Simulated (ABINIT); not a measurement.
Crystal: Zn.

```
Zn
1.0
     2.26817   -1.30849    0.00000
     2.26817    1.30849    0.00000
    -1.59172    0.00000    7.30041
Zn
3
Direct
  0.77802 0.77802 0.33450
  0.22198 0.22198 0.66550
  0.00000 0.00000 0.00000
```

This isn't the form of Zn at room conditions, which is hcp.

* Program: ABINIT 10.8.3 (patched build)
* Task: relaxation of cell and atoms
* Functional: LDA
* Potentials or basis: JTH PAW LDA v2.0
* Cutoff: 599 eV
* k mesh: 10 × 10 × 3
* Occupations: fermi-dirac, width 0.05 eV
* Spin: no spin polarisation

At the start: pressure -5.5 GPa; volume 14.44 Å³/atom.

Task: How do energy, volume and symmetry change on relaxing?

Result: Over 10 steps the energy falls by 17.0 meV/atom and the volume is 13.57 Å³/atom (-6.1 %); space group C2/m (No. 12, to 0.05 Å).

The path:
| step | energy change (eV) | largest force (eV/Å) | pressure (GPa) | volume (Å³) |
| --- | --- | --- | --- | --- |
| 1 | 0.0000 | 0.0054 | -5.54 | 43.33 |
| 2 | -0.0236 | 0.0095 | -4.16 | 42.60 |
| 3 | -0.0498 | 0.0209 | 0.59 | 40.55 |
| 4 | -0.0506 | 0.0183 | -0.05 | 40.77 |
| 5 | -0.0508 | 0.0157 | -0.13 | 40.78 |
| 6 | -0.0509 | 0.0132 | -0.06 | 40.74 |
| 7 | -0.0510 | 0.0071 | 0.03 | 40.69 |
| 8 | -0.0510 | 0.0028 | 0.03 | 40.69 |
| 9 | -0.0510 | 0.0003 | -0.01 | 40.72 |
| 10 | -0.0510 | 0.0004 | 0.00 | 40.71 |

Final structure:
```
Zn
1.0
     2.22453   -1.27985   -0.02391
     2.22453    1.27985   -0.02391
    -1.63805    0.00000    7.16671
Zn
3
Direct
  0.77350 0.77350 0.33450
  0.22650 0.22650 0.66550
  0.00000 0.00000 0.00000
```
